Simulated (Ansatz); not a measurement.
**WC in Ansatz: the effect of target pressure**

The system is WC.

```
CELL_PARAMETERS angstrom
0.00000 2.19268 2.19268
2.19268 0.00000 2.19268
2.19268 2.19268 0.00000
ATOMIC_POSITIONS crystal
W 0.00000 0.00000 0.00000
C 0.50000 0.50000 0.50000
```

Measurements of this composition are mostly on another form, of space group No. 187.

Alike in all runs:

- Program: Ansatz 0.2.0
- Task: relaxation of cell and atoms
- Functional: PBEsol
- Potentials or basis: all-electron LAPW, scalar-relativistic
- Basis error allowed: 0.001 eV/atom
- k mesh: 10 × 10 × 10
- Occupations: fermi-dirac, width 0.05 eV
- Spin: no spin polarisation

Each run relaxes the cell or the atoms first.

Q: One run gave: relaxed volume 9.79 Å³/atom. Which target pressure did it use?
A. 20 GPa
B. 0 GPa
C. 5 GPa
D. 10 GPa
E. 30 GPa

A: A.

```tsv
target pressure	relaxed volume (Å³/atom)
0 GPa	10.25
5 GPa	10.13
10 GPa	10.00
20 GPa	9.79
30 GPa	9.59
```
